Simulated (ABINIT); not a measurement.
Crystal: CdF2.

```xyz
3
Lattice="0.0000 2.6940 2.6940 2.6940 0.0000 2.6940 2.6940 2.6940 0.0000" Properties=species:S:1:pos:R:3 pbc="T T T"
Cd    0.0000    0.0000    0.0000
F     4.0410    4.0410    4.0410
F     1.3470    1.3470    1.3470
```

Base run:

- Program: ABINIT 10.8.3 (patched build)
- Functional: r2SCAN
- Potentials or basis: JTH PAW PBE v2.0
- Cutoff: 762 eV
- k mesh: 7 × 7 × 7
- Occupations: fermi-dirac, width 0.05 eV
- Spin: no spin polarisation

Its results: band gap on the k mesh 3.82 eV, indirect (least direct gap 4.25 eV); pressure -1.2 GPa.

Question: The run is repeated on the same cell with these changes: k mesh from 7 × 7 × 7 to 4 × 4 × 4. What comes out?

Answer: Band gap on the k mesh 3.76 eV, indirect (least direct gap 4.25 eV); pressure -1.2 GPa.

Caveats: some runs use coarse meshes; the PAW data sets were made with another functional, which shifts forces and pressure a little; an odd mesh through Γ misses points on the zone boundary, where band edges often lie (some runs).
